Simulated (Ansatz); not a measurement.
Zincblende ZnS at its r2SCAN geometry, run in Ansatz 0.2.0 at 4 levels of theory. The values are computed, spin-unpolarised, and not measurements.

The LDA input:
```yaml
crystal:
  lattice:
    - [0.0, 2.6940857896, 2.6940857896]
    - [2.6940857896, 0.0, 2.6940857896]
    - [2.6940857896, 2.6940857896, 0.0]
  atoms:
    - { symbol: Zn, position: [0.0, 0.0, 0.0] }
    - { symbol: S, position: [0.25, 0.25, 0.25] }
kpoints:
  mp_grid: { grid: [8, 8, 8] }
  band_path:
    path:
      - [0.0, 0.0, 0.0]
      - [-0.5, -0.5, 0.0]
      - [-0.375, -0.375, 0.25]
      - [-0.375, 0.0, 0.375]
      - [0.0, 0.0, 0.5]
      - [-0.5, -0.25, 0.25]
    npoints: 1
hamiltonian:
  xc: lda
scf:
  occupations: { method: fixed }
  n_extra_bands: 4
output:
  forces: true
  stress: true
  eigenvalues: true
  write_density: true
  write_potential: true
  elf: true
  volumetric_format: npy
```

Main results, then, where recorded, the levels near the gap in eV from the Fermi energy (columns number the bands from 0), one row a point of the path (Γ, X, U, K, L, W):
```
Crystal: 2 atoms, lattice volume = 39.108 Å³
Symmetry: 24 space group operations
Space group: F-43m (ITA 216)
```
```
Basis set: ecut = 420 eV, 749 PW (Γ)
k-points: 29 of 512 (time reversal used)
SCF 1 converged in 6 iterations: F = -4117.413660 eV  dr2 = 1.50e-8
Free energy (F): -4117.413660 eV
Fermi energy:    5.621787 eV
--- Stress (GPa, compression-positive) ---
       -3.962476       0.000000       0.000000
        0.000000      -3.962476       0.000000
        0.000000       0.000000      -3.962476
  P = ⅓ Tr σ = -3.9625 GPa (-39.625 kbar)
```
```tsv
band_4	band_5	band_6	band_7	band_8	band_9	band_10	band_11
-6.027	-6.027	0.000	0.000	0.000	1.896	6.214	6.214
-5.950	-5.801	-4.702	-2.280	-2.280	3.167	3.881	10.750
-5.992	-5.664	-4.754	-3.217	-1.856	3.916	5.818	9.165
-5.992	-5.664	-4.754	-3.217	-1.856	3.916	5.818	9.165
-5.996	-5.816	-5.440	-0.890	-0.890	3.104	6.752	6.752
-6.065	-5.608	-4.721	-2.844	-2.807	5.517	5.930	7.677
```

LDA gives a direct gap of 1.90 eV at Γ.

Q: In the first input these blocks are replaced (the band path and keys that only write files left aside):
```yaml
hamiltonian:
  xc: r2scan
```
What comes out?

A:
```
Basis set: ecut = 500 eV, 965 PW (Γ)
k-points: 29 of 512 (time reversal used)
SCF 1 converged in 6 iterations: F = -4233.450259 eV  dr2 = 1.30e-8
Free energy (F): -4233.450259 eV
Fermi energy:    5.624490 eV
--- Stress (GPa, compression-positive) ---
        0.041293       0.000000       0.000000
        0.000000       0.041293       0.000000
        0.000000       0.000000       0.041293
  P = ⅓ Tr σ = 0.0413 GPa (0.413 kbar)
```
```tsv
band_4	band_5	band_6	band_7	band_8	band_9	band_10	band_11
-5.983	-5.983	0.000	0.000	0.000	2.705	6.864	6.864
-5.904	-5.760	-4.651	-2.316	-2.316	3.704	4.472	11.801
-5.946	-5.628	-4.720	-3.230	-1.882	4.494	6.440	9.949
-5.946	-5.628	-4.720	-3.230	-1.882	4.494	6.440	9.949
-5.952	-5.777	-5.456	-0.902	-0.902	3.824	7.357	7.357
-6.026	-5.573	-4.681	-2.853	-2.823	6.033	6.620	8.466
```
With r2SCAN the gap is 2.71 eV and direct, at Γ. The mean stress is close to zero (0.04 GPa).

HSE06. Against the first input these blocks differ (the band path and keys that only write files left aside):
```yaml
kpoints:
  mp_grid: { grid: [6, 6, 6] }
hamiltonian:
  xc: hse06
```

```
Basis set: ecut = 420 eV, 749 PW (Γ)
k-points: 16 of 216 (time reversal used)
SCF 1 stopped early in 2 iterations: F = -4222.722551 eV  dr2 = 4.34e-4
Exchange kernel: α = 0.2500, screened, ω = 0.2079 Å⁻¹, Wigner–Seitz truncation, v(0) = 1046.3426 eV·Å³, q-mesh 6×6×6
SCF 2 stopped early in 6 iterations: F = -4223.399022 eV  dr2 = 1.34e-6
hybrid outer 1: dexx = +1.054e-2 eV, tail = 4.12e-5 eV
SCF 3 converged in 4 iterations: F = -4223.398444 eV  dr2 = 4.74e-9
hybrid outer 2: dexx = +8.641e-7 eV, tail = 2.32e-8 eV, Δε = 4.28e-3 eV
Free energy (F): -4223.398444 eV
Fermi energy:    5.165635 eV
--- Stress (GPa, compression-positive) ---
        1.627464       0.000000       0.000000
        0.000000       1.627464       0.000000
        0.000000       0.000000       1.627464
  P = ⅓ Tr σ = 1.6275 GPa (16.275 kbar)
```
```tsv
band_4	band_5	band_6	band_7	band_8	band_9	band_10	band_11
-7.481	-7.481	0.000	0.000	0.000	3.378	7.683	7.683
-7.413	-7.199	-5.029	-2.376	-2.376	4.364	5.269	12.611
-7.450	-7.078	-4.930	-3.382	-1.935	5.220	7.308	10.761
-7.450	-7.078	-4.930	-3.382	-1.935	5.220	7.308	10.761
-7.456	-7.241	-5.650	-0.925	-0.925	4.577	8.175	8.175
-7.497	-7.029	-4.862	-3.011	-2.897	6.779	7.592	9.248
```

With HSE06 the gap is 3.38 eV and direct, at Γ. At this geometry HSE06 finds +1.6 GPa, compression counted positive: its own equilibrium volume is larger. The stress of a hybrid is loosely converged here.

DDH-PBE0. Against the first input these blocks differ (the band path and keys that only write files left aside):
```yaml
crystal:
  host: atoms
kpoints:
  mp_grid: { grid: [6, 6, 6] }
hamiltonian:
  xc:
    exchange: pbe
    correlation: pbe
    exx: { coeff: inverse_dielectric }
```

```
ε∞ on k-mesh 4×4×4 of a primitive cell: xx 5.9280, yy 5.9280, zz 5.9280; 3/Tr ε∞, of that cell with its empty space = 0.16869221414802385
Basis set: ecut = 420 eV, 749 PW (Γ)
k-points: 16 of 216 (time reversal used)
SCF 1 stopped early in 2 iterations: F = -4222.722734 eV  dr2 = 1.80e-4
SCF 2 stopped early in 6 iterations: F = -4223.337638 eV  dr2 = 4.42e-7
hybrid outer 1: dexx = +4.571e-3 eV, tail = 9.14e-6 eV
SCF 3 converged in 3 iterations: F = -4223.337471 eV  dr2 = 9.91e-9
hybrid outer 2: dexx = +1.589e-7 eV, tail = 2.80e-8 eV, Δε = 2.43e-3 eV
Free energy (F): -4223.337471 eV
Fermi energy:    5.162645 eV
--- Stress (GPa, compression-positive) ---
        1.666107       0.000000       0.000000
        0.000000       1.666107       0.000000
        0.000000       0.000000       1.666107
  P = ⅓ Tr σ = 1.6661 GPa (16.661 kbar)
```
```tsv
band_4	band_5	band_6	band_7	band_8	band_9	band_10	band_11
-6.985	-6.985	0.000	0.000	0.000	3.415	7.737	7.737
-6.915	-6.726	-4.952	-2.360	-2.360	4.506	5.351	12.585
-6.953	-6.599	-4.900	-3.351	-1.923	5.331	7.364	10.801
-6.953	-6.599	-4.900	-3.351	-1.923	5.331	7.364	10.801
-6.959	-6.757	-5.609	-0.921	-0.921	4.630	8.246	8.246
-7.011	-6.548	-4.842	-2.966	-2.899	6.906	7.590	9.294
```

The DDH-PBE0 gap is direct at Γ: 3.41 eV. The mean pressure is +1.7 GPa (compression positive), so DDH-PBE0 would enlarge the cell's volume. (The program warns that its thresholds are loose for a hybrid's stress.)

Small level splittings and stresses of the hybrids carry the error of their coarser meshes.

Totals of different functionals can't be compared.

The meshes of the hybrids are coarse, so their gaps aren't converged to the digits shown.
